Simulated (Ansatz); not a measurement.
Calculated with Ansatz (gas phase, PBE0-D4/def2-TZVP geometries, no zero-point term in ΔE). CCSD(T)/CBS is the MP2 limit (def2-TZVPP, def2-QZVPP) plus CCSD(T) − MP2 in def2-TZVPP, frozen cores. This one scheme is used for every species. DFT in def2-TZVPP. Each species was taken in one conformer, which may not be the lowest.

`[OH][AlH][Cl]` + `OCCO` → `O[CH2][Al]([OH])[Cl]` + CH₃OH  (formal exchange of groups at the Al–H bond)

CCSD(T)/CBS gives +9.6 kJ/mol.

Another level gave +12.1 kJ/mol. Which?
A. HF/def2-TZVPP
B. PBE-D4/def2-TZVPP
C. SCS-MP2/def2-TZVPP
D. r2SCAN-D4/def2-TZVPP

C. SCS-MP2/def2-TZVPP 12.1, PBE-D4 3.5, r2SCAN-D4 7.7, HF/def2-TZVPP 18.3 kJ/mol.

Largest T1 diagnostic among the species: 0.011.

From PBE to PBE0 (25 % exact exchange), in def2-TZVPP and without D4, ΔE moves by +3.9 kJ/mol. In def2-TZVPP, CCSD(T) changes the Hartree–Fock value by −6.2 kJ/mol (the triples alone add −0.6 kJ/mol) and MP2 by −7.3 kJ/mol.

CCSD(T)/CBS has its own doubt, a few kJ/mol and more with outer-core shells, so smaller differences from it don't rank the levels.
